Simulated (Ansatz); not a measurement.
The calculation used DFT PBE, scalar-relativistic, plane waves, PAW (Ansatz). Settings: cutoff 420 eV, Γ-centred meshes spaced at most about 0.3 Å⁻¹, and about 0.25 Å⁻¹ or finer for metals (2π included), Gaussian smearing. No spin polarisation in the final relaxations.

All energies are static (0 K, no zero-point motion).

Two forms of SnGe₂ were relaxed alike.

A.

Space group P-3m1 (No. 164). a = 3.238 Å, b = 3.238 Å, c = 7.539 Å, α = 90.00°, β = 90.00°, γ = 120.00°
```
atom  site  symmetry       x       y       z
  Sn    1a      -3m.  0.0000  0.0000  0.0000
  Ge    2d       3m.  0.3333  0.6667  0.6387
```

B.

Space group I4/mmm (No. 139). a = 3.462 Å, b = 3.462 Å, c = 11.020 Å, α = 90.00°, β = 90.00°, γ = 90.00°
| atom | site | symmetry | x | y | z |
| --- | --- | --- | --- | --- | --- |
| Sn | 2b | 4/mmm | 0.5000 | 0.5000 | 0.0000 |
| Ge | 4e | 4mm | 0.5000 | 0.5000 | 0.3133 |

Question: Which would you expect to be lower, and how large is the difference?

Answer: B is lower, by 26 meV/atom. A has Sn and Ge ordered on fcc sites, space group P-3m1 (No. 164), 22.8 Å³/atom and no gap on its mesh; B has the MoSi2 (C11b) type, space group I4/mmm (No. 139), 22.0 Å³/atom and no gap. Counting Ge atoms around Sn (those within 1.25 times the shortest such distance or 1.15 times the sum of covalent radii; the shortest distance is added where it exceeds 1.18 times the sum of covalent radii), A has Sn 6 from 3.3 Å and B has Sn 10 from 3.2 Å. The denser one is the lower, and pressure would at first widen the difference. Even the lower one lies +0.24 eV/atom against the reference forms of the elements (uncorrected), so neither is stable at this level. In A, Sn has 6 Sn at 3.24 Å and 6 Ge at 3.30 Å; Ge has 3 Ge at 2.81 Å, 6 Ge at 3.24 Å and 3 Sn at 3.30 Å. In B, around Sn lie 8 Ge at 3.20 Å, 2 Ge at 3.45 Å and 4 Sn at 3.46 Å; Ge has 4 Ge at 2.82 Å, 4 Sn at 3.20 Å, 1 Sn at 3.45 Å and 4 Ge at 3.46 Å. Both come from invented guesses. A third cell relaxed alike, in P-3m1, lies 197 meV/atom below the lower of the two.

Cells relaxed within their symmetry can be saddle points.

The 26 meV/atom between A and B is a small preference between two unfavourable packings. Both crowd the atoms into metallic, many-neighbour surroundings, whereas Ge and Sn, with four valence electrons each, gain most from directed sp³ bonds to few neighbours. Even the shortest Ge–Ge contacts, 2.81 Å in A and 2.82 Å in B, are well beyond a normal single bond. B has four of these per Ge against three in A, as well as closer Sn–Ge contacts, which probably accounts for its slight advantage.

The third cell lies much further below B than B lies below A, yet it shares A's space group, so the penalty comes from the atomic arrangement and not from the symmetry as such. That cell, too, remains above the elements. This fits the known absence of ordered Ge–Sn compounds in the bulk: the two elements differ little in electronegativity, so charge transfer offers little to offset their size mismatch. The order of A and B therefore says little about the structure SnGe₂ would prefer.
